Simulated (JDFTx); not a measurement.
TePb in JDFTx: convergence with energy threshold

Input of the first run (energy threshold 0.001 Ha); the others differ in this setting and in those tied to it:

File TePb.in:

```
lattice \
    0.0000000000     6.1057051087     6.1057051087 \
    6.1057051087     0.0000000000     6.1057051087 \
    6.1057051087     6.1057051087     0.0000000000
coords-type Cartesian
ion Pb     0.0000000000     0.0000000000     0.0000000000 1
ion Te     6.1057051087     6.1057051087     6.1057051087 1

ion-species pseudo/Pb.upf
ion-species pseudo/Te.upf
elec-cutoff 40 320
elec-ex-corr gga-PBEsol
kpoint-folding 7 7 7
elec-smearing Fermi 0.0018374661
elec-n-bands 22
electronic-SCF nIterations 100 energyDiffThreshold 0.001
electronic-minimize nIterations 30 energyDiffThreshold 1e-7
forces-output-coords Cartesian

dump-name run.$VAR
dump End Ecomponents EigStats BandEigs Kpoints Forces Stress
```

Potentials or basis: PseudoDojo-SR-PBEsol-0.4.1-standard with smoothed tails.

Command:

```bash
$ jdftx -c 1 -i TePb.in -o TePb.out
```

Hardware: 1 thread of Arm Neoverse V2, on a shared host.

**Question.** The values tried are 0.001 Ha, 0.0001 Ha, 1e-05 Ha, 1e-06 Ha, 1e-07 Ha, 1e-08 Ha, 1e-10 Ha, loosest first. From which on does the pressure stay within 0.1 GPa of the tightest run that finished?

**Answer.** From 1e-06 Ha on.

```
energy threshold  energy less the tightest run, at zero smearing (meV/atom)  pressure (GPa)  SCF cycles  CPU time (s)  peak memory (GiB)
        0.001 Ha                                                       0.07           -1.37           3            49               0.17
       0.0001 Ha                                                       0.01           -0.55           4            54               0.17
        1e-05 Ha                                                       0.00           -0.58           5            59               0.17
        1e-06 Ha                                                       0.00           -0.37           6            64               0.17
        1e-07 Ha                                                       0.00           -0.39           8            76               0.18
        1e-08 Ha                                                       0.00           -0.39           9            82               0.19
        1e-10 Ha                                                       0.00           -0.39          12            98                0.2
```

Against the tightest run, the energy stays within 1 meV/atom from 0.001 Ha on. The tightest run that finished is the yardstick and may itself not be fully converged.

 The run has no spin-orbit coupling, so splittings on Pb, Te are missing.
